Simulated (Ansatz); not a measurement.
# Ta4N: the cost of one run

Computed with Ansatz 0.2.0 (DFT PBE, scalar-relativistic, plane waves, PAW, unless a step's input says otherwise).

2 further runs of the same task are left out: 2 set aside as unsound or not needed.

### Step 1. The system as given

The structure is orthorhombic, space group Pmm2 (No. 25). Conventional cell: a = 2.986 Å, b = 4.223 Å, c = 19.792 Å, α = 90.00°, β = 90.00°, γ = 90.00°. Ta (site symmetry mm2) is surrounded by 7 Ta at 2.99 to 3.06 Å. Around Ta (site symmetry mm2) lie 11 Ta at 2.80 to 3.03 Å. Ta (site symmetry mm2) is surrounded by 11 Ta at 2.86 to 3.06 Å. Ta (site symmetry mm2) has 2 N at 2.05 Å as nearest neighbours. N (site symmetry mm2) has 2 Ta at 2.05 Å as nearest neighbours.

Structure file:

```
Ta N
1.0
     2.98618    0.00000    0.00000
     0.00000    4.22310    0.00000
     0.00000    0.00000   19.79204
Ta N
4 1
Direct
  0.50000 0.50000 0.20210
  0.00000 0.00000 0.27754
  0.50000 0.50000 0.35685
  0.00000 0.00000 0.41896
  0.50000 0.00000 0.48969
```

This is the geometry of the first run shown, built on a cell relaxed beforehand with the same method.

### Step 2. What is varied

Atoms count from 1 in the order of the input.

N is moved over the surface cell; relaxed at each place: the height of the adsorbate's atoms; substrate rigid; the origin of the map has the adsorbate above Ta4.

First coordinate, position of N5 along the first surface vector, from above Ta4: 6 values from 0.000 to 0.833, periodic. Second coordinate, position of N5 along the second surface vector, from above Ta4: 10 values from 0.0 to 0.9, periodic.

Relaxed at each point: the height of the adsorbate's atoms; substrate rigid. Points are written as (first, second).

The two vectors of the plane (Å): (2.986, 0.000, 0.000); (0.000, 4.223, 0.000).

### Step 3. The run at (3/6, 0/10) of the map's two axes

Input file input.yaml:

```yaml
crystal:
  lattice:
    - [2.9861803526, 0.0, 0.0]
    - [0.0, 4.2230967544, 0.0]
    - [0.0, 0.0, 19.7920392189]
  atoms:
    - { symbol: Ta, position: [0.5, 0.5, 0.2021014589] }
    - { symbol: Ta, position: [0.0, 0.0, 0.2775403845] }
    - { symbol: Ta, position: [0.5, 0.5, 0.3568510216] }
    - { symbol: Ta, position: [0.0, 0.0, 0.4189583058] }
    - { symbol: "N", position: [0.5, 0.0, 0.4896938164] }
basis:
  ecutwfc: 420
kpoints:
  mp_grid: { grid: [9, 6, 1] }
hamiltonian:
  xc: pbe
  pseudopotentials: { kind: paw, azcp: { folder: soft_1 } }
scf:
  occupations: { method: gaussian, width: 0.1 }
output:
  forces: true
  eigenvalues: true
relax:
  adjacent_minimum: "off"
  f_tol: 0.025
  max_steps: 16
  constraints: [{ sites: [0, 1, 2, 3] }, { sites: [4], fix: xy }]
efield:
  axis: 3
  dipole_correction: true
  ramp_width: 0.04
```

The run is started by

```bash
$ ansatz run input.yaml --threads 2 --pin off --max-ram 6144MiB --backend cpu --events-out ev --progress --plain --runs-dir out
```

What time and memory should one allow on 2 threads of AMD EPYC 7R43 (Zen 3), shared host?

About 40 s, with a peak of 0.55 GiB.
